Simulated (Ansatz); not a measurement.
# Notes on a calculation: PbS (rocksalt structure)

**What was measured.** A measured cell of cubic PbS (space group Fm-3m) at 200 K, from the Crystallography Open Database (1987, doi:10.1107/S0108270187091509), has a = 5.924 Å and 25.98 Å³/atom.

Level of theory: DFT, PBE, scalar-relativistic, no spin polarisation; plane waves to 420 eV with PAW datasets (Ansatz 0.2.0), 10×10×10 k-mesh, Gaussian smearing of 0.05 eV. The datasets are Ansatz's generated set soft_2.

The start was a prototype's sites filled with these elements; the Crystallography Open Database holds the compound in this structure.

The start, 1 % over the database's volume:

```yaml
crystal:
  lattice:
    - [0.00000, 2.97485, 2.97485]
    - [2.97485, 0.00000, 2.97485]
    - [2.97485, 2.97485, 0.00000]
  atoms:
    - { symbol: Pb, position: [0.50000, 0.50000, 0.50000] }
    - { symbol: S, position: [0.00000, 0.00000, 0.00000] }
```

The first steps of the search for zero pressure:

```
run  level    k-mesh        kind  V (Å³/atom)  P (GPa)  gap on the mesh (eV)
  1    PBE  10×10×10  fixed cell        26.33      1.7                  0.39
  2    PBE  10×10×10  fixed cell        26.62      1.0                  0.43
```

(1) At which volume does PBE reach zero pressure?

Answer:

(1) 27.12 Å³/atom, about 3.0 % over the start.

The steps that followed:

```
run  level    k-mesh        kind  V (Å³/atom)  P (GPa)  E − E(final) (meV/atom)  gap on the mesh (eV)
  3    PBE  10×10×10  fixed cell        27.12      0.0                      0.0                  0.49
```

The cell is relaxed to zero pressure at this level.

The final structure (symmetry read at 0.01 Å). The structure is cubic, space group Fm-3m (No. 225). Conventional cell: a = 6.009 Å, b = 6.009 Å, c = 6.009 Å, α = 90.00°, β = 90.00°, γ = 90.00°. Around Pb (site symmetry m-3m) lie 6 S at 3.00 Å. Around S (site symmetry m-3m) lie 6 Pb at 3.00 Å. (Shells end 15 % past the nearest neighbour.)

At the final geometry the gap, band path included, is 0.49 eV. The equation of state gives B0 = 53 GPa and B0′ = 4.4. The elastic tensor is positive definite (smallest eigenvalue 20 GPa). Against the elements' standard states, run alike and uncorrected, the formation energy is -0.55 eV/atom. 

**Why it comes out so.**

Within 0.6 eV of the edges the projected states are 69 % S 3p at the top of the valence band and 72 % Pb 6p at the bottom of the conduction band. Spin–orbit coupling, left out here, shifts 6p levels by as much as this gap and could close it. The valence edge mixes anion p with metal states, so the bond is partly covalent and the gap isn't a plain transfer from S to Pb.

Shannon's ionic radii give a check on the bond lengths: Pb²⁺ with 6 neighbours 1.19 Å + S²⁻ 1.84 Å = 3.03 Å against a computed mean of 3.00 Å. Sums and bonds agree within 3 %, so ion sizes set the bond lengths.

Bader charges against formal ones: Pb +1.00 (+2), S −1.00 (−2). The cations give up 50 % of the formal charge; Bader charges stay under formal ones because the anions' density reaches into the cations' basins, the more so the higher the formal charge and the softer the anion.

**Against experiment.** PBE gives 6.009 Å and 27.12 Å³/atom, +4.4 % in volume (+1.4 % in length) from the database's cell. PBE usually overestimates volumes by a few per cent. Spin–orbit coupling, left out, also moves the volume of such heavy elements' compounds.

No spin–orbit coupling, a notable omission for heavy elements.
